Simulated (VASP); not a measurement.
**NaCl: single point with PBE**

Crystal: NaCl.

```
CELL_PARAMETERS angstrom
3.50219 0.00000 0.00000
0.00000 3.50219 0.00000
0.00000 0.00000 3.50219
ATOMIC_POSITIONS crystal
Cl 0.50000 0.50000 0.50000
Na 0.00000 0.00000 0.00000
```

Measurements of this composition are mostly on another form, of space group No. 225.

| Item | Value |
| --- | --- |
| Program | VASP 6.6.1 |
| Task | single point |
| Functional | PBE |
| Potentials or basis | VASP PAW PBE potentials, release 64 (Cl_GW, Na_sv_GW) |
| Cutoff | 500 eV |
| k mesh | 4 × 4 × 4 |
| Occupations | gaussian, width 0.02 eV |
| Spin | no spin polarisation |
| Further INCAR settings | ALGO = Normal; EDIFF = 1e-06; NBANDS = 15 |

| Item | Value |
| --- | --- |
| Pressure | 0.0 GPa |
| Band gap on the k mesh | 3.98 eV, indirect (least direct gap 4.47 eV) |

Levels at points of the mesh, in eV from the valence-band top:
| k point | band 5 | band 6 | band 7 | band 8 | band 9 | band 10 | band 11 | band 12 |
| --- | --- | --- | --- | --- | --- | --- | --- | --- |
| (0.00, 0.00, 0.00) | -13.38 | -0.49 | -0.49 | -0.49 | 3.98 | 8.52 | 8.52 | 15.54 |
| (0.50, 0.00, 0.00) | -13.02 | -2.94 | -0.26 | -0.26 | 6.91 | 8.57 | 10.40 | 11.72 |
| (0.50, 0.50, 0.00) | -12.76 | -2.26 | -2.26 | 0.00 | 5.53 | 9.82 | 11.03 | 11.03 |
| (0.50, 0.50, 0.50) | -12.48 | -1.85 | -1.85 | -1.85 | 7.09 | 7.09 | 7.09 | 11.68 |

Wall time 19 s on 1 thread of Intel(R) Xeon(R) Platinum 8175M CPU @ 2.50GHz (Skylake/Cascade Lake) (shared host), peak memory 0.15 GiB.

Caveat: the k mesh is coarse (spacing up to 0.45 Å⁻¹), so the values aren't converged. A hybrid or GW would open this gap; PBE tends to underestimate it.
